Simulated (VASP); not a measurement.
**Hf: relaxation of shape and atoms at fixed volume with PBE+D3(BJ)**

Crystal: Hf.

```
CELL_PARAMETERS angstrom
3.16703 0.00000 0.00000
-1.58351 2.74273 0.00000
0.00000 0.00000 5.00790
ATOMIC_POSITIONS crystal
Hf 0.33333 0.66667 0.25000
Hf 0.66667 0.33333 0.75000
```

```yaml
Program: VASP 6.6.1
Task: relaxation of shape and atoms at fixed volume
Functional: PBE
Dispersion: D3(BJ)
Potentials_or_basis: VASP PAW PBE potentials, release 64 (Hf_pv)
Cutoff: 600 eV
k_mesh: 15 × 15 × 7
Occupations: methfessel-paxton, width 0.1 eV
Spin: no spin polarisation
Further_INCAR_settings: ALGO = Normal; EDIFF = 1e-07; IBRION = 2; EDIFFG = -0.01; NSW = 40; ISIF = 4
```

* Pressure after relaxing: 0.0 GPa
* Band gap on the k mesh: none (metal or under the smearing width)
* Dispersion energy per atom: -0.464 eV

Final structure:
```cif
data_structure
_symmetry_space_group_name_H-M 'P 1'
_symmetry_Int_Tables_number 1
_cell_length_a 3.1670
_cell_length_b 3.1670
_cell_length_c 5.0079
_cell_angle_alpha 90.000
_cell_angle_beta 90.000
_cell_angle_gamma 120.000
_cell_volume 43.50
loop_
_atom_site_label
_atom_site_type_symbol
_atom_site_fract_x
_atom_site_fract_y
_atom_site_fract_z
_atom_site_occupancy
Hf1 Hf 0.33333 0.66667 0.25000 1
Hf2 Hf 0.66667 0.33333 0.75000 1
```

Levels at points of the mesh, in eV from the Fermi level:
| k point | band 7 | band 8 | band 9 | band 10 | band 11 | band 12 | band 13 | band 14 |
| --- | --- | --- | --- | --- | --- | --- | --- | --- |
| (0.00, 0.00, 0.00) | -7.49 | -3.81 | 0.73 | 1.17 | 1.17 | 1.47 | 2.03 | 2.03 |

Run time: 56 s on 1 thread of Intel(R) Xeon(R) Platinum 8488C (Sapphire Rapids), on a shared host, peak memory 0.23 GiB.

Caveat: the relaxation stopped at its first step, so nothing moved; pairwise dispersion overbinds metals, which lowers pressure and volume. Spin-orbit coupling is left out, which matters for the levels of Hf.
